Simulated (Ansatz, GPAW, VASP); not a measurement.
**GaSb: 3 runs at one level of theory**

```xyz
2
Lattice="0.0000 3.0590 3.0590 3.0590 0.0000 3.0590 3.0590 3.0590 0.0000" Properties=species:S:1:pos:R:3 pbc="T T T"
Sb    4.5885    4.5885    4.5885
Ga    0.0000    0.0000    0.0000
```

Alike in all runs: task single point; functional PBE; k mesh 8 × 8 × 8; occupations gaussian, width 0.026 eV; no spin polarisation; no spin-orbit coupling. Pressure is positive in compression and, in plane waves, holds the error of the finite cutoff.

| program and potentials | plane-wave cutoff (eV) | notes | band gap (eV) | pressure (GPa) |
| --- | --- | --- | --- | --- |
| GPAW, GPAW PAW data sets (gpaw-data 1.2.1) | 600 | - | 0.09 | 2.31 |
| VASP, PBE PAW files Ga_d, Sb, 520 eV | 520 | - | 0.04 | 2.37 |
| Ansatz, all-electron LAPW, scalar-relativistic | - | - | 0.04 | 2.31 |

The band gap spans 0.04 (VASP, PBE PAW files Ga_d, Sb, 520 eV) to 0.09 eV (GPAW, GPAW PAW data sets (gpaw-data 1.2.1)), with all-electron results at 0.04. The pressure spans 2.31 (Ansatz, all-electron LAPW, scalar-relativistic) to 2.37 GPa (VASP, PBE PAW files Ga_d, Sb, 520 eV), with all-electron results at 2.31. Spin-orbit coupling, left out here, moves the band edges of heavy atoms.

The functional is the same throughout but for its coding, so the spread measures potentials, basis and numerics; runs on potential files found faulty are left out.

All three runs give GaSb an almost vanishing gap, whereas the real crystal is a semiconductor with a clearly larger, direct one. The shortfall is chiefly that of a semilocal functional, whose Kohn–Sham gap lacks the derivative discontinuity and which places the Ga–Sb antibonding, s-like conduction minimum too close to the Sb 5p-derived valence top. The positive pressure, 2.31 to 2.37 GPa, shows that the cell is smaller than PBE would choose, in line with that functional's usual underbinding of such semiconductors. Relaxation would therefore expand the lattice and probably narrow the gap further, since weaker s–s overlap lowers the antibonding conduction state.

The codes agree well on both quantities, but neither plane-wave run is closer to the all-electron result throughout: VASP matches its gap, GPAW its pressure. This agreement supports the numerical soundness of the PBE description, not its band gap. Because spin-orbit splitting of the Sb 5p states raises the valence top, even the sign of so small a gap remains unsettled.
